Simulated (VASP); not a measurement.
Here is a VASP 6.6.1 calculation.

The input INCAR:

```
PREC = Accurate ; ENCUT = 520
EDIFF = 1E-7 ; ISMEAR = -1
SIGMA = 0.05 ; LREAL = Auto
LASPH = T ; NELM = 100
ALGO = Fast ; ISIF = 2
LWAVE = F ; LCHARG = T
GGA = PE ; IVDW = 12
LELF = T ; LVHAR = T
NBANDS = 48
```

KPOINTS

```
regular mesh
0
Gamma
  1 1 1
```

POSCAR

```
H12CO8
1.0
    6.2658270000      0.0000000000      0.0000000000
    0.0000000000      6.2658270000      0.0000000000
    0.0000000000      0.0000000000      6.2658270000
O H C
8 12 1
Direct
    0.4935501730      0.4589817114      0.3972340762
    0.2114006659      1.1335295405      0.7952182529
    0.9647569267      1.0296645598      0.1169997193
    0.2292434821      0.5719276961      0.9768223732
    0.0955500367      0.3343054317      0.4342124352
    0.5245915663      0.8510129629      1.1118723833
    0.7177025475      0.4496293945      0.8417244843
    0.8501990240      0.6747393441      0.5882703113
    0.5344545900      0.6104222156      0.3733106580
    0.6041979774      0.3892223644      0.3157923128
    0.1616067600      1.2118272656      0.6594500614
    0.3563136997      1.0672653426      0.7660600907
    1.0422726322      1.0621742349     -0.0135177687
    0.8292281290      0.9753062126      0.0744833842
    0.2223170222      0.4227534530      0.9285446279
    0.0829419644      0.5975587899      1.0129548741
    0.2288285329      0.4121243692      0.3899565053
    0.0536880447      0.2527679108      0.3036311089
    0.4277807223      0.9766468177      1.1453875123
    0.4174708303      0.7345877887      1.0930241132
    0.7921699721      0.5571172010      0.7159310335
```

Potentials or basis: VASP PAW PBE potentials, release 64 (O, H, C).

The run is started by

```sh
$ cat potpaw_PBE.64/O/POTCAR potpaw_PBE.64/H/POTCAR potpaw_PBE.64/C/POTCAR > POTCAR
$ mpirun -np 1 vasp_gam > vasp.out
```

**Question.** Estimate the pressure.

**Answer.** 1.4 GPa.

**Question.** What does it give for the dispersion energy per atom?

**Answer.** -0.035 eV.

**Question.** What does it give for the band gap on the k mesh?

**Answer.** 4.51 eV, direct.

Forces on the atoms (eV/Å):
```
O    0.483  1.213 -0.059
O    1.398  0.120 -0.781
O    0.580  0.349  1.020
O    0.081 -0.533 -0.236
O    0.285 -0.123 -0.842
O   -1.247  1.275  0.667
O   -1.365 -3.076  3.402
O    1.299  2.190 -2.006
H   -0.362 -0.418  0.095
H    0.182 -0.514 -0.250
H    0.428 -0.663  0.110
H   -1.717  0.790  0.207
H    0.433  0.056 -0.728
H   -1.154 -0.421 -0.059
H    0.588 -0.188 -0.117
H   -0.650  0.608  0.491
H   -0.495 -0.475  0.387
H   -0.104 -0.146  0.765
H    1.092 -1.299 -0.297
H    0.178  0.089 -0.494
C    0.067  1.164 -1.275
```

Caveat: the standard files for N, O and F lose accuracy on very short bonds. A hybrid or GW would open this gap; PBE tends to underestimate it.
